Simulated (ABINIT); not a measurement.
**Mg: band structure with WC**

The system is Mg.

```
Mg
1.0
     3.20930    0.00000    0.00000
    -1.60465    2.77934    0.00000
     0.00000    0.00000    5.21030
Mg
2
Direct
  0.66667 0.33333 0.75000
  0.33333 0.66667 0.25000
```

```
Program                                         : ABINIT 10.8.3 (patched build)
Task                                            : band structure
Functional                                      : WC
Potentials or basis                             : JTH PAW PBE v2.0
Cutoff                                          : 517 eV
k mesh                                          : 10 × 10 × 5
Occupations                                     : fermi-dirac, width 0.05 eV
Spin                                            : no spin polarisation
Fine-grid cutoff                                : 1034.03 eV
Exchange and correlation inside the PAW spheres : full angular mesh (pawxcdev 0, this build's default; the released program takes 1)
```

| Property | Result |
| --- | --- |
| Pressure | -1.3 GPa |
| Band gap on the k mesh | none (metal or under the smearing width) |
| Valence electrons inside the program's atomic spheres | Mg 8.22 (radii [1.0063] Å) |

Stress tensor (GPa, compression positive):
```
-1.70  0.00  0.00
 0.00 -1.70  0.00
 0.00  0.00 -0.49
```

Levels at the corners of the path, in eV from the Fermi level:
```csv
point,band 6,band 7,band 8,band 9,band 10,band 11,band 12,band 13,band 14,band 15
Γ,-42.74,-42.74,-42.74,-6.90,-1.68,-1.27,10.82,10.82,10.92,10.92
M,-42.75,-42.74,-42.74,-2.14,-2.14,2.61,2.99,3.21,3.63,6.78
K,-42.75,-42.75,-42.75,-0.63,-0.62,-0.62,4.07,4.07,4.25,4.81
Γ,-42.74,-42.74,-42.74,-6.90,-1.68,-1.27,10.82,10.82,10.92,10.92
A,-42.74,-42.74,-42.74,-5.52,-5.52,4.96,4.96,11.56,11.56,11.56
L,-42.75,-42.75,-42.75,-1.11,-1.11,-0.47,-0.47,7.94,7.94,7.95
H,-42.76,-42.74,-42.74,0.17,0.17,0.65,0.65,1.49,1.49,10.77
A,-42.74,-42.74,-42.74,-5.52,-5.52,4.96,4.96,11.56,11.56,11.56
```

Wall time 27 s on 1 thread of Intel(R) Xeon(R) Platinum 8488C (Sapphire Rapids), with other jobs on the host, peak memory 0.12 GiB.

Caveat: the PAW data sets were made with another functional, which shifts forces and pressure a little.
